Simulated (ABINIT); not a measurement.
# Bi (Im-3m) in ABINIT: further runs

One crystal, Bi, is run at these levels: PBEsol; tasks: relaxation of cell and atoms, single point.

Everything below comes from runs of ABINIT 10.8.3 (patched build). Logs are shortened: lines on timing, memory, paths and dates and some standing lists are left out, and cuts for length are marked. The log counts tension as positive stress, the text compression.

**1. The crystal as given**

The structure is cubic, space group Im-3m (No. 229). The conventional cell has a = 3.963 Å, b = 3.963 Å, c = 3.963 Å, α = 90.00°, β = 90.00°, γ = 90.00°. Bi (site symmetry m-3m) has 8 Bi at 3.43 Å as nearest neighbours.

This isn't the form of Bi at room conditions, which is rhombohedral.

**2. Relaxation of cell and atoms, PBEsol**

The input, run.abi:

```
# Pseudopotentials
pp_dirpath "./"
pseudos "Bi.upf"

# Structure
acell 3*1.0 Angstrom
rprim
    -1.9814305318     1.9814305318     1.9814305318
     1.9814305318    -1.9814305318     1.9814305318
     1.9814305318     1.9814305318    -1.9814305318
ntypat 1
znucl 83
natom 1
typat 1
chkprim 0
chksymtnons 0
tolsym 1.0e-6
xred
            0.0            0.0            0.0

# Plane-wave basis
ecut 33.0
ecutsm 0.5

# k points
kptopt 1
ngkpt 7 7 7
nshiftk 1
shiftk 0.0 0.0 0.0

# Exchange and correlation
ixc -116133

# Bands and occupations
nband 12
occopt 3
tsmear 0.00183747

# SCF cycle
nstep 80
tolvrs 1.0e-12

# Output
iomode 3
prteig 0
prtebands 0
prtwf 0
prtden 0

# Relaxation
ionmov 2
optcell 2
ntime 50
tolmxf 2.0e-5
dilatmx 1.08
```

Potentials or basis: PseudoDojo NC SR PBEsol v0.4.1 standard.

Run with:

```
mpirun --bind-to none -np 4 abinit run.abi > log 2>&1
```

run.abo:

```text
.Version 10.8.3 of ABINIT
 Symmetries : space group Im -3 m (#229); Bravais cI (body-center cubic)
================================================================================
 Values of the parameters that define the memory need of the present run
     intxc =       0    ionmov =       2      iscf =       7    lmnmax =       6
     lnmax =       6     mgfft =      40  mpssoang =       3    mqgrid =    3001
     natom =       1  nloc_mem =       1    nspden =       1   nspinor =       1
    nsppol =       1      nsym =      48    n1xccc =    2501    ntypat =       1
    occopt =       3   xclevel =       2
       mpw =        2415          nfft =       64000          nkpt =          20
================================================================================
================================================================================

--------------------------------------------------------------------------------
------------- Echo of variables that govern the present computation ------------
--------------------------------------------------------------------------------
 -outvars: echo values of preprocessed input variables --------
            acell      1.8897261259E+00  1.8897261259E+00  1.8897261259E+00 Bohr
              amu      2.08980370E+02
          chkprim           0
      chksymtnons           0
          dilatmx      1.08000000E+00
             ecut      3.30000000E+01 Hartree
           ecutsm      5.00000000E-01 Hartree
           ionmov           2
              ixc     -116133
         kptrlatt        7    0    0      0    7    0      0    0    7
          kptrlen      4.53979650E+01
            natom           1
            nband          12
            ngfft          40      40      40
             nkpt          20
            nstep          80
             nsym          48
            ntime          50
           ntypat           1
           occopt           3
          optcell           2
           prtden           0
        prtebands           0
           prteig           0
            prtwf           0
            rprim     -1.9814305318E+00  1.9814305318E+00  1.9814305318E+00
                       1.9814305318E+00 -1.9814305318E+00  1.9814305318E+00
                       1.9814305318E+00  1.9814305318E+00 -1.9814305318E+00
          spgroup         229
           tolmxf      2.00000000E-05
           tolsym      1.00000000E-06
           tolvrs      1.00000000E-12
           tsmear      1.83747000E-03 Hartree
            typat      1
            znucl       83.00000

================================================================================

 chkinp: Checking input parameters for consistency.

================================================================================
== DATASET  1 ==================================================================

--- !DatasetInfo
iteration_state: {dtset: 1, }
dimensions: {natom: 1, nkpt: 20, mband: 12, nsppol: 1, nspinor: 1, nspden: 1, mpw: 2415, }
cutoff_energies: {ecut:  33.0, pawecutdg:  -1.0, }
electrons: {nelect:   1.50000000E+01, charge:   0.00000000E+00, occopt:   3.00000000E+00, tsmear:   1.83747000E-03, }
meta: {optdriver: 0, ionmov: 2, optcell: 2, iscf: 7, paral_kgb: 0, }
...

 Real(R)+Recip(G) space primitive vectors, cartesian coordinates (Bohr,Bohr^-1):
 R(1)= -3.7443610  3.7443610  3.7443610  G(1)=  0.0000000  0.1335341  0.1335341
 R(2)=  3.7443610 -3.7443610  3.7443610  G(2)=  0.1335341  0.0000000  0.1335341
 R(3)=  3.7443610  3.7443610 -3.7443610  G(3)=  0.1335341  0.1335341  0.0000000
 Unit cell volume ucvol=  2.0998736E+02 bohr^3
 Angles (23,13,12)=  1.09471221E+02  1.09471221E+02  1.09471221E+02 degrees

 getcut: wavevector=  0.0000  0.0000  0.0000  ngfft=  40  40  40
         ecut(hartree)=     38.491   => boxcut(ratio)=   2.20977

 getcut : COMMENT -
  Note that boxcut > 2.2 ; recall that boxcut=Gcut(box)/Gcut(sphere) = 2
  is sufficient for exact treatment of convolution.
  Such a large boxcut is a waste : you could raise ecut
  e.g. ecut=   46.988933 Hartrees makes boxcut=2

--- Pseudopotential description ------------------------------------------------
- pspini: atom type   1  psp file is ./Bi.upf
  83.00000  15.00000  180301                  znucl, zion, pspdat
12 -116133 2 -1 1472                          pspcod,pspxc,lmax,lloc,mmax
     nproj     2     2     2

   6.43511670E+02                                ecore*ucvol(ha*bohr**3)
--------------------------------------------------------------------------------

================================================================================

=== [ionmov= 2] Broyden-Fletcher-Goldfarb-Shanno method (forces)
================================================================================

--- Iteration: ( 1/50) Internal Cycle: (1/1)
--------------------------------------------------------------------------------

---SELF-CONSISTENT-FIELD CONVERGENCE--------------------------------------------

--- !BeginCycle
iteration_state: {dtset: 1, itime: 1, icycle: 1, }
solver: {iscf: 7, nstep: 80, nline: 4, wfoptalg: 0, }
tolerances: {tolvrs: 1.00E-12, }
...

     iter   Etot(hartree)      deltaE(h)  residm     vres2
 ETOT  1  -81.904654792252    -8.190E+01 5.960E-02 8.732E-01
 ETOT  2  -81.923545938876    -1.889E-02 5.104E-02 4.342E-01
 ETOT  3  -81.923591933417    -4.599E-05 1.896E-03 2.195E-02
 ETOT  4  -81.923595861986    -3.929E-06 2.317E-04 3.719E-04
 ETOT  5  -81.923595917986    -5.600E-08 4.127E-05 2.187E-05
 ETOT  6  -81.923595920646    -2.659E-09 1.353E-05 1.506E-08
 ETOT  7  -81.923595920646    -3.979E-13 3.903E-06 3.339E-11
 ETOT  8  -81.923595920643     2.771E-12 1.306E-06 1.403E-12
 ETOT  9  -81.923595920645    -2.217E-12 7.164E-07 1.321E-13

 At SCF step    9       vres2   =  1.32E-13 < tolvrs=  1.00E-12 =>converged.

 Cartesian components of stress tensor (hartree/bohr^3)
  sigma(1 1)=  3.13775922E-05  sigma(3 2)=  0.00000000E+00
  sigma(2 2)=  3.13775922E-05  sigma(3 1)=  0.00000000E+00
  sigma(3 3)=  3.13775922E-05  sigma(2 1)=  0.00000000E+00

--- !ResultsGS
iteration_state: {dtset: 1, itime: 1, icycle: 1, }
comment   : Summary of ground state results
lattice_vectors:
- [ -3.7443610,   3.7443610,   3.7443610, ]
- [  3.7443610,  -3.7443610,   3.7443610, ]
- [  3.7443610,   3.7443610,  -3.7443610, ]
lattice_lengths: [   6.48542,    6.48542,    6.48542, ]
lattice_angles: [109.471, 109.471, 109.471, ] # degrees, (23, 13, 12)
lattice_volume:   2.0998736E+02
convergence: {deltae: -2.217E-12, res2:  1.321E-13, residm:  7.164E-07, diffor: null, }
etotal    :  -8.19235959E+01
entropy   :   0.00000000E+00
fermie    :   2.25454284E-01
cartesian_stress_tensor: # hartree/bohr^3
- [  3.13775922E-05,   0.00000000E+00,   0.00000000E+00, ]
- [  0.00000000E+00,   3.13775922E-05,   0.00000000E+00, ]
- [  0.00000000E+00,   0.00000000E+00,   3.13775922E-05, ]
pressure_GPa:  -9.2316E-01
xred      :
- [  0.0000E+00,   0.0000E+00,   0.0000E+00, Bi]
cartesian_forces: # hartree/bohr
- [ -0.00000000E+00,  -0.00000000E+00,  -0.00000000E+00, ]
force_length_stats: {min:   0.00000000E+00, max:   0.00000000E+00, mean:   0.00000000E+00, }
...
[... 271 lines left out ...]
---OUTPUT-----------------------------------------------------------------------

 Cartesian coordinates (xcart) [bohr]
  0.00000000000000E+00  0.00000000000000E+00  0.00000000000000E+00
 Reduced coordinates (xred)
  0.00000000000000E+00  0.00000000000000E+00  0.00000000000000E+00
 Cartesian forces (fcart) [Ha/bohr]; max,rms= 0.00000E+00 0.00000E+00 (free atoms)
 -0.00000000000000E+00 -0.00000000000000E+00 -0.00000000000000E+00
 Gradient of E wrt nuclear positions in reduced coordinates (gred)
 -0.00000000000000E+00 -0.00000000000000E+00 -0.00000000000000E+00
 Scale of Primitive Cell (acell) [bohr]
  6.45080056828282E+00  6.45080056828282E+00  6.45080056828282E+00
 Real space primitive translations (rprimd) [bohr]
 -3.72437144458668E+00  3.72437144458668E+00  3.72437144458668E+00
  3.72437144458668E+00 -3.72437144458668E+00  3.72437144458668E+00
  3.72437144458668E+00  3.72437144458668E+00 -3.72437144458668E+00
 Unitary Cell Volume (ucvol) [Bohr^3]=  2.06642170968684E+02
 Angles (23,13,12)= [degrees]
  1.09471220634491E+02  1.09471220634491E+02  1.09471220634491E+02
 Lengths [Bohr]
  6.45080056828282E+00  6.45080056828282E+00  6.45080056828282E+00
 Stress tensor in cartesian coordinates (strten) [Ha/bohr^3]
  2.19130538194057E-08  0.00000000000000E+00  0.00000000000000E+00
  0.00000000000000E+00  2.19130538211404E-08  0.00000000000000E+00
  0.00000000000000E+00  0.00000000000000E+00  2.19130538211404E-08
 Total energy (etotal) [Ha]= -8.19236493369986E+01

 Difference of energy with previous step (new-old):
           Absolute (Ha)=-3.76978E-08
           Relative     =-4.60158E-10

 At Broyd/MD step   4, gradients are converged :
  max grad (force/stress) = 2.1913E-06 < tolmxf= 2.0000E-05 ha/bohr (free atoms)

================================================================================

 ----iterations are completed or convergence reached----

 Mean square residual over all n,k,spin=   31.175E-08; max=  74.820E-06
 reduced coordinates (array xred) for    1 atoms
       0.000000000000      0.000000000000      0.000000000000
 rms dE/dt=  0.0000E+00; max dE/dt=  0.0000E+00; dE/dt below (all hartree)
    1       0.000000000000      0.000000000000      0.000000000000

 cartesian coordinates (angstrom) at end:
    1      0.00000000000000     0.00000000000000     0.00000000000000

 cartesian forces (hartree/bohr) at end:
    1     -0.00000000000000    -0.00000000000000    -0.00000000000000
 frms,max,avg= 0.0000000E+00 0.0000000E+00   0.000E+00  0.000E+00  0.000E+00 h/b

 cartesian forces (eV/Angstrom) at end:
    1     -0.00000000000000    -0.00000000000000    -0.00000000000000
 frms,max,avg= 0.0000000E+00 0.0000000E+00   0.000E+00  0.000E+00  0.000E+00 e/A
 length scales=  6.450800568283  6.450800568283  6.450800568283 bohr
              =  3.413616650500  3.413616650500  3.413616650500 angstroms
 Fermi (or HOMO) energy (hartree) =   0.23202   Average Vxc (hartree)=  -0.39872
 Eigenvalues (hartree) for nkpt=  20  k points:
 kpt#   1, nband= 12, wtk=  0.00292, kpt=  0.0000  0.0000  0.0000 (reduced coord)
  -0.60974   -0.60974   -0.60974   -0.60469   -0.60469   -0.26735    0.42636    0.42636
   0.42636    0.57552    0.63264    0.63264
      occupation numbers for kpt#   1
   2.00000    2.00000    2.00000    2.00000    2.00000    2.00000    0.00000    0.00000
   0.00000    0.00000    0.00000    0.00000
 prteigrs : prtvol=0 or 1, do not print more k-points.

--- !EnergyTerms
iteration_state     : {dtset: 1, itime: 4, icycle: 1, }
comment             : Components of total free energy in Hartree
kinetic             :  3.90981767034356E+01
hartree             :  1.51391287911641E+01
xc                  : -2.14733527462614E+01
Ewald energy        : -5.49641421594500E+01
psp_core            :  3.11413525713199E+00
local_psp           : -4.76111088265512E+01
non_local_psp       : -1.52261726966109E+01
internal            : -8.19233356771419E+01
'-kT*entropy'       : -3.13659856747403E-04
total_energy        : -8.19236493369986E+01
total_energy_eV     : -2.22925606478937E+03
band_energy         : -5.95962020099272E+00
...

 Cartesian components of stress tensor (hartree/bohr^3)
  sigma(1 1)=  2.19130538E-08  sigma(3 2)=  0.00000000E+00
  sigma(2 2)=  2.19130538E-08  sigma(3 1)=  0.00000000E+00
  sigma(3 3)=  2.19130538E-08  sigma(2 1)=  0.00000000E+00

-Cartesian components of stress tensor (GPa)         [Pressure= -6.4470E-04 GPa]
- sigma(1 1)=  6.44704302E-04  sigma(3 2)=  0.00000000E+00
- sigma(2 2)=  6.44704302E-04  sigma(3 1)=  0.00000000E+00
- sigma(3 3)=  6.44704302E-04  sigma(2 1)=  0.00000000E+00

== END DATASET(S) ==============================================================
================================================================================

 -outvars: echo values of variables after computation  --------
            acell      6.4508005683E+00  6.4508005683E+00  6.4508005683E+00 Bohr
           etotal     -8.1923649337E+01
            fcart     -0.0000000000E+00 -0.0000000000E+00 -0.0000000000E+00
            rprim     -5.7735026919E-01  5.7735026919E-01  5.7735026919E-01
                       5.7735026919E-01 -5.7735026919E-01  5.7735026919E-01
                       5.7735026919E-01  5.7735026919E-01 -5.7735026919E-01
           strten      2.1913053819E-08  2.1913053821E-08  2.1913053821E-08
                       0.0000000000E+00  0.0000000000E+00  0.0000000000E+00
 Calculation completed.
```

It took 17 s on 4 MPI ranks of Arm Neoverse V1, shared host; peak memory 0.32 GiB.

Results:

| Quantity | Value |
| --- | --- |
| Free energy | -2229.2561 eV |
| Relaxed volume | 30.62 Å³/atom |
| Relaxed cell | a = 3.414 Å, b = 3.414 Å, c = 3.414 Å, α = 109.47°, β = 109.47°, γ = 109.47° |
| Space group after relaxing (to 0.05 Å) | Im-3m (No. 229) |
| Energy gained by relaxing | 1.5 meV/atom |
| Ionic steps | 4 |
| Pressure after relaxing | 0.0 GPa |
| Band gap on the k mesh | none (metal or under the smearing width) |

The path:
```csv
step,energy change (eV),largest force (eV/Å),pressure (GPa),volume (Å³)
1,0.0000,0.0000,-0.92,31.12
2,-0.0005,0.0000,-0.77,31.03
3,-0.0015,0.0000,0.03,30.61
4,-0.0015,0.0000,0.00,30.62
```

Final structure:
```xyz
1
Lattice="-1.9709 1.9709 1.9709 1.9709 -1.9709 1.9709 1.9709 1.9709 -1.9709" Properties=species:S:1:pos:R:3 pbc="T T T"
Bi    0.0000    0.0000    0.0000
```

Caveat: spin-orbit coupling is left out, which moves the levels of the heavy elements.

**3. Single point, PBEsol (cell relaxed)**

The input, run.abi:

```
# Pseudopotentials
pp_dirpath "./"
pseudos "Bi.upf"

# Structure
acell 3.4136166469 3.4136166469 3.4136166469 Angstrom
rprim
    -0.5773502692     0.5773502692     0.5773502692
     0.5773502692    -0.5773502692     0.5773502692
     0.5773502692     0.5773502692    -0.5773502692
ntypat 1
znucl 83
natom 1
typat 1
xcart
     0.0000000000     0.0000000000     0.0000000000
chkprim 0
chksymtnons 0
tolsym 1.0e-6

# Plane-wave basis
ecut 33.0

# k points
kptopt 1
ngkpt 7 7 7
nshiftk 1
shiftk 0.0 0.0 0.0

# Exchange and correlation
ixc -116133

# Bands and occupations
nband 12
occopt 3
tsmear 0.00183747

# SCF cycle
nstep 100
tolvrs 1.0e-10

# Output
iomode 3
prtwf 0
prteig 0
prtebands 0
enunit 2
prtden 1
prtvha 1
prtvclmb 1
prtpot 1
prtelf 1
```

Potentials or basis: PseudoDojo NC SR PBEsol v0.4.1 standard.

Run with:

```
mpirun --bind-to none -np 4 abinit run.abi > log 2>&1
```

Run time: 4.3 s. Hardware: 4 MPI ranks of Arm Neoverse V1, shared host; peak memory 0.36 GiB.

Results (log left out):

| Property | Result |
| --- | --- |
| Free energy | -2229.2562 eV |
| Pressure | -0.1 GPa |
| Band gap on the k mesh | none (metal or under the smearing width) |
| Valence electrons inside the program's atomic spheres | Bi 10.74 (radii [1.0584] Å) |

Levels at points of the mesh, in eV from the Fermi level:
```tsv
k point	band 4	band 5	band 6	band 7	band 8	band 9	band 10	band 11
(0.00, 0.00, 0.00)	-22.77	-22.77	-13.59	5.29	5.29	5.29	9.35	10.90
```

Caveat: spin-orbit coupling is left out, which moves the levels of the heavy elements.
